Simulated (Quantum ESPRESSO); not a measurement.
# TiO2 (P4_2/mnm) in Quantum ESPRESSO: further runs

One crystal, TiO2, is run at these levels: BP86+D4, revPBE+D4; tasks: relaxation of cell and atoms.

All numbers are computed with Quantum ESPRESSO 7.5; they aren't measurements. Logs are shortened: lines on timing, memory, paths and dates and some standing lists are left out, and cuts for length are marked.

### 1 The structure

Symmetry: P4_2/mnm, No. 136, tetragonal system. Conventional cell: a = 4.600 Å, b = 4.600 Å, c = 2.959 Å, α = 90.00°, β = 90.00°, γ = 90.00°. Around Ti (site symmetry mmm) lie 6 O at 1.95 to 1.98 Å. O (site symmetry m2m) is surrounded by 3 Ti at 1.95 to 1.98 Å.

The cell is a database's computed one.

### 2 Relaxation of cell and atoms, BP86+D4

Contents of run.py:

```python
import numpy as np
from ase.calculators.espresso import Espresso, EspressoProfile
from ase.io import read

atoms = read('TiO2.cif')

input_data = {
    'control': {'calculation': 'scf', 'prefix': 'pwscf', 'outdir': './tmp', 'tprnfor': True, 'tstress': True, 'disk_io': 'low'},
    'system': {'ecutwfc': 84.0, 'nbnd': 33, 'input_dft': 'bp', 'occupations': 'smearing', 'smearing': 'fd', 'degauss': 0.00367493},
    'electrons': {'conv_thr': 1.2e-09, 'electron_maxstep': 120, 'mixing_beta': 0.5},
}
pseudopotentials = {'Ti': 'Ti.upf', 'O': 'O.upf'}
profile = EspressoProfile(command='pw.x', pseudo_dir='pseudo')
dft = Espresso(profile=profile, input_data=input_data, pseudopotentials=pseudopotentials, kpts=(5, 5, 8), koffset=(0, 0, 0))
from ase.calculators.mixing import SumCalculator
from dftd4.ase import DFTD4
d4 = DFTD4(method='bp86')
atoms.calc = SumCalculator([dft, d4])

from ase.optimize import FIRE
from ase.filters import FrechetCellFilter
done = FIRE(FrechetCellFilter(atoms), trajectory='opt.traj').run(fmax=0.02, steps=30)
print('converged', done)
print('cell (A)', np.round(atoms.cell.cellpar(), 5))
print(f'energy {atoms.get_potential_energy():.8f} eV')
print('forces (eV/A)')
print(np.round(atoms.get_forces(), 6))
print('stress (eV/A^3, Voigt)')
print(np.round(atoms.get_stress(), 8))
print(f'Fermi level {dft.get_fermi_level():.4f} eV')
print(f'D4 part {d4.get_potential_energy(atoms):.8f} eV')
atoms.write('final.traj')
```

Contents of TiO2.cif:

```cif
data_TiO2
_cell_length_a 4.59983732
_cell_length_b 4.59983732
_cell_length_c 2.95921356
_cell_angle_alpha 90.00000000
_cell_angle_beta 90.00000000
_cell_angle_gamma 90.00000000
_space_group_name_H-M_alt 'P1'
_space_group_name_Hall 'P 1'
_space_group_IT_number 1
loop_
_space_group_symop_operation_xyz
'x,y,z'
loop_
_atom_site_label
_atom_site_type_symbol
_atom_site_symmetry_multiplicity
_atom_site_Wyckoff_symbol
_atom_site_fract_x
_atom_site_fract_y
_atom_site_fract_z
_atom_site_occupancy
Ti1 Ti 1 a 0.0000000000 0.0000000000 0.5000000000 1
Ti2 Ti 1 a 0.5000000000 0.5000000000 0.0000000000 1
O1 O 1 a 0.3043213200 0.3043213200 0.5000000000 1
O2 O 1 a 0.1956786800 0.8043213200 0.0000000000 1
O3 O 1 a 0.8043213200 0.1956786800 0.0000000000 1
O4 O 1 a 0.6956786800 0.6956786800 0.5000000000 1
```

Potentials or basis: PseudoDojo 0.4.1 SR PBE standard.

Command:

```sh
$ OMP_NUM_THREADS=1 python run.py
```

Standard output:

```text
Step          Energy          fmax
FIRE:    0    -5048.667319        0.191094
FIRE:    1    -5048.668115        0.174439
FIRE:    2    -5048.669399        0.142684
FIRE:    3    -5048.670697        0.098662
FIRE:    4    -5048.671627        0.047486
FIRE:    5    -5048.672002        0.041975
FIRE:    6    -5048.671851        0.047837
FIRE:    7    -5048.671869        0.046912
FIRE:    8    -5048.671900        0.044388
FIRE:    9    -5048.671942        0.041099
FIRE:   10    -5048.671986        0.037106
FIRE:   11    -5048.672044        0.031916
FIRE:   12    -5048.672078        0.026329
FIRE:   13    -5048.672095        0.020046
FIRE:   14    -5048.672110        0.013188
converged True
cell (A) [ 4.58381  4.58381  2.94707 90.      90.      90.     ]
energy -5048.67210984 eV
forces (eV/A)
[[-0.        0.        0.      ]
 [-0.        0.       -0.      ]
 [ 0.008301  0.008301  0.      ]
 [-0.008301  0.008301 -0.      ]
 [ 0.008301 -0.008301 -0.      ]
 [-0.008301 -0.008301  0.      ]]
stress (eV/A^3, Voigt)
[-0.00025812 -0.00025812 -0.00127787 -0.         -0.          0.        ]
Fermi level 10.0881 eV
D4 part -1.92464034 eV
```

espresso.pwi:

```text
&CONTROL
   calculation      = 'scf'
   tstress          = .true.
   tprnfor          = .true.
   outdir           = './tmp'
   prefix           = 'pwscf'
   disk_io          = 'low'
   pseudo_dir       = 'pseudo'
/
&SYSTEM
   nbnd             = 33
   ecutwfc          = 84.0
   occupations      = 'smearing'
   degauss          = 0.00367493
   smearing         = 'fd'
   input_dft        = 'bp'
   ntyp             = 2
   nat              = 6
   ibrav            = 0
/
&ELECTRONS
   electron_maxstep = 120
   conv_thr         = 1.2e-09
   mixing_beta      = 0.5
/
&IONS
/
&CELL
/
&FCP
/
&RISM
/
ATOMIC_SPECIES
Ti 47.867 Ti.upf
O 15.999 O.upf

K_POINTS automatic
5 5 8  0 0 0

CELL_PARAMETERS angstrom
4.58381361271487 -0.00000000000000 0.00000000000000
-0.00000000000000 4.58381361271484 0.00000000000000
0.00000000000000 0.00000000000000 2.94706704592940

ATOMIC_POSITIONS angstrom
Ti 0.0000000000 0.0000000000 1.4735335230  
Ti 2.2919068064 2.2919068064 -0.0000000000  
O 1.3940917949 1.3940917949 1.4735335230  
O 0.8978150115 3.6859986012 0.0000000000  
O 3.6859986012 0.8978150115 -0.0000000000  
O 3.1897218178 3.1897218178 1.4735335230
```

espresso.pwo:

```text
This program is part of the open-source Quantum ESPRESSO suite
     for quantum simulation of materials; please cite
         "P. Giannozzi et al., J. Phys.:Condens. Matter 21 395502 (2009);
         "P. Giannozzi et al., J. Phys.:Condens. Matter 29 465901 (2017);
         "P. Giannozzi et al., J. Chem. Phys. 152 154105 (2020);
     in publications or presentations arising from this work. More details at

Warning: card &CELL ignored
Warning: card &FCP ignored
Warning: card &RISM ignored

     IMPORTANT: XC functional enforced from input :
     Exchange-correlation= BP
                           (   1   1   1   1   0   0   0)
     Any further DFT definition will be discarded
     Please, verify this is what you really want

     Message from routine setup:
     using ibrav=0 with symmetry is DISCOURAGED, use correct ibrav instead

     G-vector sticks info
     --------------------
     sticks:   dense  smooth     PW     G-vecs:    dense   smooth      PW
     Sum        2009    2009    577                43449    43449    6777

     Using Slab Decomposition

     bravais-lattice index     =            0
     lattice parameter (alat)  =       8.6622  a.u.
     unit-cell volume          =     417.8693 (a.u.)^3
     number of atoms/cell      =            6
     number of atomic types    =            2
     number of electrons       =        48.00
     number of Kohn-Sham states=           33
     kinetic-energy cutoff     =      84.0000  Ry
     charge density cutoff     =     336.0000  Ry
     scf convergence threshold =      1.2E-09
     mixing beta               =       0.5000
     number of iterations used =            8  plain     mixing
     Exchange-correlation= BP
                           (   1   1   1   1   0   0   0)

     celldm(1)=   8.662152  celldm(2)=   0.000000  celldm(3)=   0.000000
     celldm(4)=   0.000000  celldm(5)=   0.000000  celldm(6)=   0.000000

     crystal axes: (cart. coord. in units of alat)
               a(1) = (   1.000000  -0.000000   0.000000 )
               a(2) = (  -0.000000   1.000000   0.000000 )
               a(3) = (   0.000000   0.000000   0.642929 )

     reciprocal axes: (cart. coord. in units 2 pi/alat)
               b(1) = (  1.000000  0.000000 -0.000000 )
               b(2) = (  0.000000  1.000000 -0.000000 )
               b(3) = ( -0.000000 -0.000000  1.555382 )

     PseudoPot. # 1 for Ti read from file:
     Ti.upf
     Pseudo is Norm-conserving + core correction, Zval = 12.0
     Generated using ONCVPSP code by D. R. Hamann
     Using radial grid of 1586 points,  6 beta functions with:
                l(1) =   0
                l(2) =   0
                l(3) =   1
                l(4) =   1
                l(5) =   2
                l(6) =   2

     PseudoPot. # 2 for O  read from file:
     O.upf
     Pseudo is Norm-conserving + core correction, Zval =  6.0
     Generated using ONCVPSP code by D. R. Hamann
     Using radial grid of  936 points,  5 beta functions with:
                l(1) =   0
                l(2) =   0
                l(3) =   1
                l(4) =   1
                l(5) =   2

     atomic species   valence    mass     pseudopotential
     Ti               12.00    47.86700     Ti( 1.00)
     O                 6.00    15.99900     O ( 1.00)

     16 Sym. Ops., with inversion, found ( 8 have fractional translation)

   Cartesian axes

     site n.     atom                  positions (alat units)
         1        Ti     tau(   1) = (   0.0000000   0.0000000   0.3214645  )
         2        Ti     tau(   2) = (   0.5000000   0.5000000  -0.0000000  )
         3        O      tau(   3) = (   0.3041336   0.3041336   0.3214645  )
         4        O      tau(   4) = (   0.1958664   0.8041336   0.0000000  )
         5        O      tau(   5) = (   0.8041336   0.1958664  -0.0000000  )
         6        O      tau(   6) = (   0.6958664   0.6958664   0.3214645  )

     number of k points=    30  Fermi-Dirac smearing, width (Ry)=  0.0037
                       cart. coord. in units 2pi/alat
        k(    1) = (   0.0000000   0.0000000   0.0000000), wk =   0.0100000
        k(    2) = (   0.0000000   0.0000000   0.1944227), wk =   0.0200000
        k(    3) = (   0.0000000   0.0000000   0.3888454), wk =   0.0200000
        k(    4) = (   0.0000000   0.0000000   0.5832681), wk =   0.0200000
        k(    5) = (   0.0000000   0.0000000  -0.7776908), wk =   0.0100000
        k(    6) = (   0.0000000   0.2000000   0.0000000), wk =   0.0400000
[... 22 lines left out ...]
        k(   29) = (   0.4000000   0.4000000   0.5832681), wk =   0.0800000
        k(   30) = (   0.4000000   0.4000000  -0.7776908), wk =   0.0400000

     Dense  grid:    43449 G-vectors     FFT dimensions: (  54,  54,  36)

     Initial potential from superposition of free atoms

     starting charge      47.9968, renormalised to      48.0000
     Starting wfcs are   36 randomized atomic wfcs

     Self-consistent Calculation

     iteration #  1     ecut=    84.00 Ry     beta= 0.50
     Davidson diagonalization with overlap
     ethr =  1.00E-02,  avg # of iterations =  2.0

     total energy              =    -369.79128834 Ry
     estimated scf accuracy    <       2.81589980 Ry

     iteration #  2     ecut=    84.00 Ry     beta= 0.50
     Davidson diagonalization with overlap
     ethr =  5.87E-03,  avg # of iterations =  4.4

     total energy              =    -368.77013928 Ry
     estimated scf accuracy    <      11.25185584 Ry

     iteration #  3     ecut=    84.00 Ry     beta= 0.50
     Davidson diagonalization with overlap
     ethr =  5.87E-03,  avg # of iterations =  2.9

     total energy              =    -370.95712595 Ry
     estimated scf accuracy    <       0.43416119 Ry

     iteration #  4     ecut=    84.00 Ry     beta= 0.50
     Davidson diagonalization with overlap
     ethr =  9.05E-04,  avg # of iterations =  2.3

     total energy              =    -370.88858729 Ry
     estimated scf accuracy    <       0.20615824 Ry

     iteration #  5     ecut=    84.00 Ry     beta= 0.50
     Davidson diagonalization with overlap
     ethr =  4.29E-04,  avg # of iterations =  1.6
[... 50 lines left out ...]
     total energy              =    -370.92912965 Ry
     estimated scf accuracy    <       0.00000128 Ry

     iteration # 13     ecut=    84.00 Ry     beta= 0.50
     Davidson diagonalization with overlap
     ethr =  2.66E-09,  avg # of iterations =  1.7

     total energy              =    -370.92912983 Ry
     estimated scf accuracy    <          1.6E-09 Ry

     iteration # 14     ecut=    84.00 Ry     beta= 0.50
     Davidson diagonalization with overlap
     ethr =  3.35E-12,  avg # of iterations =  6.5

     total energy              =    -370.92912984 Ry
     estimated scf accuracy    <       0.00000002 Ry

     iteration # 15     ecut=    84.00 Ry     beta= 0.50
     Davidson diagonalization with overlap
     ethr =  3.35E-12,  avg # of iterations =  4.9

     End of self-consistent calculation

          k = 0.0000 0.0000 0.0000 (  5433 PWs)   bands (ev):

   -47.6787 -47.6607 -24.0245 -24.0245 -23.8538 -23.8538 -23.8115 -23.7762
    -9.0371  -7.8533  -7.0950  -7.0950   3.3496   3.7553   4.1732   5.3097
     5.3097   6.5770   6.5770   7.1572   8.4392   8.6850   8.6850   9.1570
    11.0627  11.3430  11.6078  11.7165  11.7165  13.6697  13.8263  15.8607
    15.8607

          k = 0.0000 0.0000 0.1944 (  5428 PWs)   bands (ev):

   -47.6718 -47.6552 -24.0067 -24.0067 -23.8804 -23.8507 -23.8507 -23.8488
    -8.8721  -7.7596  -7.1738  -7.1738   3.5769   3.9271   4.3543   5.1374
     5.1374   6.6958   6.8911   6.8911   7.8144   8.3757   8.3757   9.0741
    11.4369  11.4950  11.5109  11.9126  11.9126  13.6978  13.8990  15.6364
    15.6364

          k = 0.0000 0.0000 0.3888 (  5420 PWs)   bands (ev):

   -47.6548 -47.6421 -24.0431 -24.0206 -23.9614 -23.9614 -23.8448 -23.8448
    -8.4456  -7.5557  -7.3631  -7.3631   4.1542   4.3415   4.8835   5.0152
     5.0152   5.8008   6.6805   7.3636   7.3636   7.6446   7.6446   8.6754
    11.4380  11.7561  12.0481  12.3452  12.3452  13.3320  14.3556  15.3326
    15.3326

          k = 0.0000 0.0000 0.5833 (  5460 PWs)   bands (ev):

   -47.6369 -47.6300 -24.2001 -24.1888 -23.9093 -23.9093 -23.8453 -23.8453
    -7.9328  -7.5509  -7.5509  -7.4271   4.6390   4.6655   5.1778   5.1778
     5.2852   5.7141   5.8232   6.8255   6.8255   7.6412   7.6412   7.8291
    11.6838  12.0572  12.4801  12.7363  12.7363  12.7934  14.6607  15.2131
    15.2656
[... 187 lines left out ...]
   -47.6490 -47.6478 -24.0381 -24.0324 -23.9706 -23.9545 -23.8481 -23.8398
    -7.9560  -7.8540  -7.4849  -7.4655   4.2004   4.3758   4.4784   4.5456
     6.1110   6.3383   6.8072   7.1870   7.3380   7.4339   7.7210   8.0164
    11.8665  11.8923  12.0508  12.1699  12.5114  12.6640  14.8717  15.2742
    15.3196

          k = 0.4000 0.4000 0.5833 (  5409 PWs)   bands (ev):

   -47.6337 -47.6330 -24.1979 -24.1942 -23.9151 -23.9061 -23.8473 -23.8433
    -7.7911  -7.6413  -7.5782  -7.4268   4.2916   4.4072   4.5823   4.7243
     5.5466   5.7866   6.6431   6.6753   7.4878   7.6712   8.1830   8.3665
    11.6404  12.0690  12.2525  12.3308  12.3916  12.7062  14.6602  15.2451
    15.2622

          k = 0.4000 0.4000-0.7777 (  5416 PWs)   bands (ev):

   -47.6271 -47.6271 -24.2635 -24.2602 -23.8803 -23.8761 -23.8564 -23.8559
    -7.8318  -7.7140  -7.4377  -7.3136   4.1543   4.4413   4.6136   4.8038
     5.4593   5.7626   6.3832   6.4516   7.7324   7.8215   8.3230   8.4324
    11.4780  11.8450  12.3883  12.4588  12.4715  12.7775  14.6029  15.2127
    15.2793

     the Fermi energy is    10.0881 ev

!    total energy              =    -370.92912984 Ry
     estimated scf accuracy    <          1.3E-10 Ry
     smearing contrib. (-TS)   =      -0.00000000 Ry
     internal energy E=F+TS    =    -370.92912984 Ry

     The total energy is F=E-TS. E is the sum of the following terms:
     one-electron contribution =    -122.02349949 Ry
     hartree contribution      =      85.03091132 Ry
     xc contribution           =     -68.86408812 Ry
     ewald contribution        =    -265.07245355 Ry

     convergence has been achieved in  15 iterations

     Forces acting on atoms (cartesian axes, Ry/au):

     atom    1 type  1   force =     0.00000000    0.00000000    0.00000000
     atom    2 type  1   force =     0.00000000    0.00000000    0.00000000
     atom    3 type  2   force =    -0.00054297   -0.00054297    0.00000000
     atom    4 type  2   force =     0.00054297   -0.00054297   -0.00000000
     atom    5 type  2   force =    -0.00054297    0.00054297   -0.00000000
     atom    6 type  2   force =     0.00054297    0.00054297    0.00000000

     Total force =     0.001536     Total SCF correction =     0.000001

     Computing stress (Cartesian axis) and pressure

          total   stress  (Ry/bohr**3)                   (kbar)     P=       63.78
   0.00042862   0.00000000   0.00000000           63.05        0.00        0.00
   0.00000000   0.00042862   0.00000000            0.00       63.05        0.00
   0.00000000   0.00000000   0.00044355            0.00        0.00       65.25

=------------------------------------------------------------------------------=
   JOB DONE.
=------------------------------------------------------------------------------=
```

Wall time 18 min (1 thread of AMD EPYC 7B13 (Zen 3), shared host); peak memory 0.16 GiB.

What came out:

| Item | Value |
| --- | --- |
| Free energy | -5048.6726 eV |
| Relaxed volume | 10.32 Å³/atom |
| Relaxed cell | a = 4.584 Å, b = 4.584 Å, c = 2.947 Å, α = 90.00°, β = 90.00°, γ = 90.00° |
| Space group after relaxing (to 0.05 Å) | P4_2/mnm (No. 136) |
| Energy gained by relaxing | 0.8 meV/atom |
| Ionic steps | 15 |
| Pressure after relaxing | 0.1 GPa |
| Largest force after relaxing | 0.012 eV/Å |
| Band gap on the k mesh | 1.91 eV, direct |
| Dispersion energy per atom | -0.321 eV |

Forces in eV/Å, atoms in the order of the input:
```
Ti   0.000  0.000  0.000
Ti   0.000  0.000  0.000
O    0.008  0.008  0.000
O   -0.008  0.008  0.000
O    0.008 -0.008  0.000
O   -0.008 -0.008  0.000
```

The path:
```tsv
step	energy change (eV)	largest force (eV/Å)	pressure (GPa)	volume (Å³)
1	0.0000	0.0378	-2.48	62.61
2	-0.0008	0.0266	-2.27	62.56
3	-0.0021	0.0065	-1.88	62.47
4	-0.0034	0.0170	-1.33	62.33
5	-0.0043	0.0365	-0.70	62.17
6	-0.0047	0.0421	-0.05	62.00
7	-0.0045	0.0285	0.50	61.84
8	-0.0045	0.0268	0.49	61.84
9	-0.0046	0.0236	0.46	61.85
10	-0.0046	0.0188	0.42	61.86
11	-0.0047	0.0132	0.37	61.87
12	-0.0047	0.0066	0.31	61.88
13	-0.0048	0.0001	0.25	61.89
14	-0.0048	0.0064	0.17	61.90
15	-0.0048	0.0117	0.10	61.92
```

Final structure:
```
Ti O
1.0
     4.58381    0.00000    0.00000
     0.00000    4.58381    0.00000
     0.00000    0.00000    2.94707
Ti O
2 4
Direct
  0.00000 0.00000 0.50000
  0.50000 0.50000 0.00000
  0.30413 0.30413 0.50000
  0.19587 0.80413 0.00000
  0.80413 0.19587 0.00000
  0.69587 0.69587 0.50000
```

Levels at points of the mesh, in eV from the valence-band top:
```tsv
k point	band 21	band 22	band 23	band 24	band 25	band 26	band 27	band 28
(0.00, 0.00, 0.00)	-0.72	-0.47	-0.47	0.00	1.91	2.19	2.45	2.56
(0.00, 0.00, -0.50)	-2.40	-2.40	-1.44	-1.44	3.04	3.04	3.26	3.26
```

Caveat: the potentials were made for another functional, which shifts forces and pressure; an odd mesh through Γ misses points on the zone boundary, where band edges often lie.

(Part 1 of 2 ends here.)
